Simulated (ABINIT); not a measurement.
# BaZrO3 (Pm-3m) in ABINIT: equation of state

How stiff is BaZrO3 in PBE, and what volume does it want? The cell is scaled to several volumes.

All numbers are computed with ABINIT 10.8.3 (patched build); they aren't measurements. Logs are shortened: lines on timing, memory, paths and dates and some standing lists are left out, and cuts for length are marked. The log counts tension as positive stress, the text compression.

### Step 1. Starting point

Symmetry: Pm-3m, No. 221, cubic system. The conventional cell has a = 4.191 Å, b = 4.191 Å, c = 4.191 Å, α = 90.00°, β = 90.00°, γ = 90.00°. Ba (site symmetry m-3m) is surrounded by 12 O at 2.96 Å. Zr (site symmetry m-3m) is surrounded by 6 O at 2.10 Å. Around O (site symmetry 4/mmm) lie 2 Zr at 2.10 Å.

### Step 2. Equation of state, PBE

Input file run.abi:

```
ndtset 7
getwfk -1
scalecart1 3*0.9795861087
scalecart2 3*0.9864848297
scalecart3 3*0.9932883884
scalecart4 3*1.0000000000
scalecart5 3*1.0066227096
scalecart6 3*1.0131594038
scalecart7 3*1.0196128224

pp_dirpath "./"
pseudos "Ba.GGA_PBE-JTH.xml, Zr.GGA_PBE-JTH.xml, O.GGA_PBE-JTH.xml"

acell 7.9204846952 7.9204846952 7.9204846952
rprim
     1.0000000000     0.0000000000     0.0000000000
     0.0000000000     1.0000000000     0.0000000000
     0.0000000000     0.0000000000     1.0000000000
ntypat 3
znucl 56 40 8
natom 5
typat 1 2 3 3 3
xred
     0.0000000000     0.0000000000     0.0000000000
     0.5000000000     0.5000000000     0.5000000000
     0.5000000000     0.5000000000     0.0000000000
     0.5000000000     0.0000000000     0.5000000000
     0.0000000000     0.5000000000     0.5000000000

ecut 23.0
pawecutdg 45.0
pawxcdev 0

kptopt 1
ngkpt 6 6 6
nshiftk 1
shiftk 0.0 0.0 0.0

ixc 11

nband 24
occopt 3
tsmear 0.05 eV

nstep 100
tolvrs 1.0e-9

iomode 3
prtwf 1
prtden 0
prteig 0
prtebands 0
enunit 2
```

Potentials or basis: JTH PAW PBE v2.0.

On the command line:

```console
$ abinit run.abi > log 2>&1
```

run.abo:

```text
.Version 10.8.3 of ABINIT
 DATASET    1 : space group Pm -3 m (#221); Bravais cP (primitive cubic)
================================================================================
 Values of the parameters that define the memory need for DATASET  1.
     intxc =       0    ionmov =       0      iscf =      17    lmnmax =      18
     lnmax =       6     mgfft =      36  mpssoang =       3    mqgrid =    3001
     natom =       5  nloc_mem =       2    nspden =       1   nspinor =       1
    nsppol =       1      nsym =      48    n1xccc =       1    ntypat =       3
    occopt =       3   xclevel =       2
       mpw =        2479          nfft =       46656          nkpt =          20
 PAW method is used; the additional fine FFT grid is defined by:
   mgfftf=        48    nfftf =    110592
================================================================================
================================================================================
[... 71 lines left out ...]
 DATASET    7 : space group Pm -3 m (#221); Bravais cP (primitive cubic)
================================================================================
 Values of the parameters that define the memory need for DATASET  7.
     intxc =       0    ionmov =       0      iscf =      17    lmnmax =      18
     lnmax =       6     mgfft =      36  mpssoang =       3    mqgrid =    3001
     natom =       5  nloc_mem =       2    nspden =       1   nspinor =       1
    nsppol =       1      nsym =      48    n1xccc =       1    ntypat =       3
    occopt =       3   xclevel =       2
       mpw =        2789          nfft =       46656          nkpt =          20
 PAW method is used; the additional fine FFT grid is defined by:
   mgfftf=        50    nfftf =    125000
================================================================================
================================================================================

--------------------------------------------------------------------------------
------------- Echo of variables that govern the present computation ------------
--------------------------------------------------------------------------------
 -outvars: echo values of preprocessed input variables --------
            acell      7.9204846952E+00  7.9204846952E+00  7.9204846952E+00 Bohr
              amu      1.37327000E+02  9.12240000E+01  1.59994000E+01
             ecut      2.30000000E+01 Hartree
           enunit           2
           getwfk          -1
              ixc          11
           jdtset        1    2    3    4    5    6    7
         kptrlatt        6    0    0      0    6    0      0    0    6
          kptrlen1     4.65527807E+01
          kptrlen2     4.68806280E+01
          kptrlen3     4.72039529E+01
          kptrlen4     4.75229082E+01
          kptrlen5     4.78376386E+01
          kptrlen6     4.81482813E+01
          kptrlen7     4.84549665E+01
            natom           5
            nband          24
           ndtset           7
            ngfft          36      36      36
          ngfftdg1         48      48      48
          ngfftdg2         48      48      48
          ngfftdg3         48      48      48
          ngfftdg4         48      48      48
          ngfftdg5         50      50      50
          ngfftdg6         50      50      50
          ngfftdg7         50      50      50
             nkpt          20
            nstep         100
             nsym          48
           ntypat           3
           occopt           3
        pawecutdg      4.50000000E+01 Hartree
         pawxcdev           0
           prtden           0
        prtebands           0
           prteig           0
            rprim1     9.7958610870E-01  0.0000000000E+00  0.0000000000E+00
                       0.0000000000E+00  9.7958610870E-01  0.0000000000E+00
                       0.0000000000E+00  0.0000000000E+00  9.7958610870E-01
            rprim2     9.8648482970E-01  0.0000000000E+00  0.0000000000E+00
                       0.0000000000E+00  9.8648482970E-01  0.0000000000E+00
                       0.0000000000E+00  0.0000000000E+00  9.8648482970E-01
            rprim3     9.9328838840E-01  0.0000000000E+00  0.0000000000E+00
                       0.0000000000E+00  9.9328838840E-01  0.0000000000E+00
                       0.0000000000E+00  0.0000000000E+00  9.9328838840E-01
            rprim4     1.0000000000E+00  0.0000000000E+00  0.0000000000E+00
                       0.0000000000E+00  1.0000000000E+00  0.0000000000E+00
                       0.0000000000E+00  0.0000000000E+00  1.0000000000E+00
[... 25 lines left out ...]
                       2.0816046755E+00  2.0816046755E+00  2.0816046755E+00
                       2.0816046755E+00  2.0816046755E+00  0.0000000000E+00
                       2.0816046755E+00  0.0000000000E+00  2.0816046755E+00
                       0.0000000000E+00  2.0816046755E+00  2.0816046755E+00
           xangst4     0.0000000000E+00  0.0000000000E+00  0.0000000000E+00
                       2.0956699986E+00  2.0956699986E+00  2.0956699986E+00
[... 38 lines left out ...]
            xcart5     0.0000000000E+00  0.0000000000E+00  0.0000000000E+00
                       3.9864698826E+00  3.9864698826E+00  3.9864698826E+00
                       3.9864698826E+00  3.9864698826E+00  0.0000000000E+00
                       3.9864698826E+00  0.0000000000E+00  3.9864698826E+00
                       0.0000000000E+00  3.9864698826E+00  3.9864698826E+00
            xcart6     0.0000000000E+00  0.0000000000E+00  0.0000000000E+00
                       4.0123567758E+00  4.0123567758E+00  4.0123567758E+00
                       4.0123567758E+00  4.0123567758E+00  0.0000000000E+00
                       4.0123567758E+00  0.0000000000E+00  4.0123567758E+00
                       0.0000000000E+00  4.0123567758E+00  4.0123567758E+00
            xcart7     0.0000000000E+00  0.0000000000E+00  0.0000000000E+00
                       4.0379138774E+00  4.0379138774E+00  4.0379138774E+00
                       4.0379138774E+00  4.0379138774E+00  0.0000000000E+00
                       4.0379138774E+00  0.0000000000E+00  4.0379138774E+00
                       0.0000000000E+00  4.0379138774E+00  4.0379138774E+00
             xred      0.0000000000E+00  0.0000000000E+00  0.0000000000E+00
                       5.0000000000E-01  5.0000000000E-01  5.0000000000E-01
                       5.0000000000E-01  5.0000000000E-01  0.0000000000E+00
                       5.0000000000E-01  0.0000000000E+00  5.0000000000E-01
                       0.0000000000E+00  5.0000000000E-01  5.0000000000E-01
            znucl       56.00000   40.00000    8.00000

================================================================================

 chkinp: Checking input parameters for consistency, jdtset=   1.

 chkinp: Checking input parameters for consistency, jdtset=   2.
[... 40 lines left out ...]
 getcut: wavevector=  0.0000  0.0000  0.0000  ngfft=  48  48  48
         ecut(hartree)=     45.000   => boxcut(ratio)=   2.04869

--- Pseudopotential description ------------------------------------------------
- pspini: atom type   1  psp file is ./Ba.GGA_PBE-JTH.xml
 Pseudopotential format is: paw10
 basis_size (lnmax)=  6 (lmn_size= 18), orbitals=   0   0   1   1   2   2
 Spheres core radius: rc_sph= 2.31518568
 Shapefunction is SIN type: shapef(r)=[sin(pi*r/rshp)/(pi*r/rshp)]**2
 Radius for shape functions =  1.90897922
 Compensation charge density is not taken into account in XC energy/potential

- pspini: atom type   2  psp file is ./Zr.GGA_PBE-JTH.xml
 Pseudopotential format is: paw10
 basis_size (lnmax)=  6 (lmn_size= 18), orbitals=   0   0   1   1   2   2
 Spheres core radius: rc_sph= 2.22030268
 Shapefunction is BESSEL type: shapef(r,l)=aa(1,l)*jl(q(1,l)*r)+aa(2,l)*jl(q(2,l)*r)
 Radius for shape functions =  2.22030268
 Compensation charge density is not taken into account in XC energy/potential

- pspini: atom type   3  psp file is ./O.GGA_PBE-JTH.xml
 Pseudopotential format is: paw10
 basis_size (lnmax)=  4 (lmn_size=  8), orbitals=   0   0   1   1
 Spheres core radius: rc_sph= 1.41465230
 Shapefunction is SIN type: shapef(r)=[sin(pi*r/rshp)/(pi*r/rshp)]**2
 Radius for shape functions =  1.20231231
 Compensation charge density is not taken into account in XC energy/potential

   3.64246004E+03                                ecore*ucvol(ha*bohr**3)
--------------------------------------------------------------------------------

================================================================================

--- !BeginCycle
iteration_state: {dtset: 1, }
solver: {iscf: 17, nstep: 100, nline: 4, wfoptalg: 10, }
tolerances: {tolvrs: 1.00E-09, }
...
[... 1485 lines left out ...]
-Cartesian components of stress tensor (GPa)         [Pressure= -4.2838E+00 GPa]
- sigma(1 1)=  4.28375847E+00  sigma(3 2)=  0.00000000E+00
- sigma(2 2)=  4.28375847E+00  sigma(3 1)=  0.00000000E+00
- sigma(3 3)=  4.28375847E+00  sigma(2 1)=  0.00000000E+00

== END DATASET(S) ==============================================================
================================================================================

 -outvars: echo values of variables after computation  --------
            acell      7.9204846952E+00  7.9204846952E+00  7.9204846952E+00 Bohr
           etotal1    -1.2214623335E+02
           etotal2    -1.2215106468E+02
           etotal3    -1.2215448810E+02
           etotal4    -1.2215664366E+02
           etotal5    -1.2215758770E+02
           etotal6    -1.2215756163E+02
           etotal7    -1.2215661083E+02
            fcart1    -0.0000000000E+00 -0.0000000000E+00 -0.0000000000E+00
                      -0.0000000000E+00 -0.0000000000E+00 -0.0000000000E+00
                      -0.0000000000E+00 -0.0000000000E+00 -0.0000000000E+00
                      -0.0000000000E+00 -0.0000000000E+00 -0.0000000000E+00
                      -0.0000000000E+00 -0.0000000000E+00 -0.0000000000E+00
            fcart2    -0.0000000000E+00 -0.0000000000E+00 -0.0000000000E+00
                      -0.0000000000E+00 -0.0000000000E+00 -0.0000000000E+00
                      -0.0000000000E+00 -0.0000000000E+00 -0.0000000000E+00
                      -0.0000000000E+00 -0.0000000000E+00 -0.0000000000E+00
                      -0.0000000000E+00 -0.0000000000E+00 -0.0000000000E+00
[... 80 lines left out ...]
           xangst5     0.0000000000E+00  0.0000000000E+00  0.0000000000E+00
                       2.1095490124E+00  2.1095490124E+00  2.1095490124E+00
                       2.1095490124E+00  2.1095490124E+00  0.0000000000E+00
                       2.1095490124E+00  0.0000000000E+00  2.1095490124E+00
                       0.0000000000E+00  2.1095490124E+00  2.1095490124E+00
           xangst6     0.0000000000E+00  0.0000000000E+00  0.0000000000E+00
                       2.1232477663E+00  2.1232477663E+00  2.1232477663E+00
                       2.1232477663E+00  2.1232477663E+00  0.0000000000E+00
                       2.1232477663E+00  0.0000000000E+00  2.1232477663E+00
                       0.0000000000E+00  2.1232477663E+00  2.1232477663E+00
           xangst7     0.0000000000E+00  0.0000000000E+00  0.0000000000E+00
                       2.1367720021E+00  2.1367720021E+00  2.1367720021E+00
                       2.1367720021E+00  2.1367720021E+00  0.0000000000E+00
                       2.1367720021E+00  0.0000000000E+00  2.1367720021E+00
                       0.0000000000E+00  2.1367720021E+00  2.1367720021E+00
             xred      0.0000000000E+00  0.0000000000E+00  0.0000000000E+00
                       5.0000000000E-01  5.0000000000E-01  5.0000000000E-01
                       5.0000000000E-01  5.0000000000E-01  0.0000000000E+00
                       5.0000000000E-01  0.0000000000E+00  5.0000000000E-01
                       0.0000000000E+00  5.0000000000E-01  5.0000000000E-01
 Calculation completed.
```

Wall time 4.6 min (1 thread of Arm Neoverse V2, shared host); peak memory 0.19 GiB.

Results:

```yaml
Equilibrium_volume: "15.15 Å³/atom (rough: see the caveat)"
Bulk_modulus: 148 GPa (rough)
```

Energy against volume, from the lowest point:
```csv
volume (Å³/atom),energy (meV/atom)
13.843,61.79
14.137,35.50
14.432,16.87
14.726,5.14
15.021,0.00
15.315,0.14
15.610,5.32
```

Caveat: this set's barium file shifts pressures by 1.5 GPa and gaps by 0.1 eV against other sets; pressures at fixed basis lie under the slope of the energies; the fit is rough or its minimum lies at the end of the range. Spin-orbit coupling is left out, which matters for the levels of Ba.
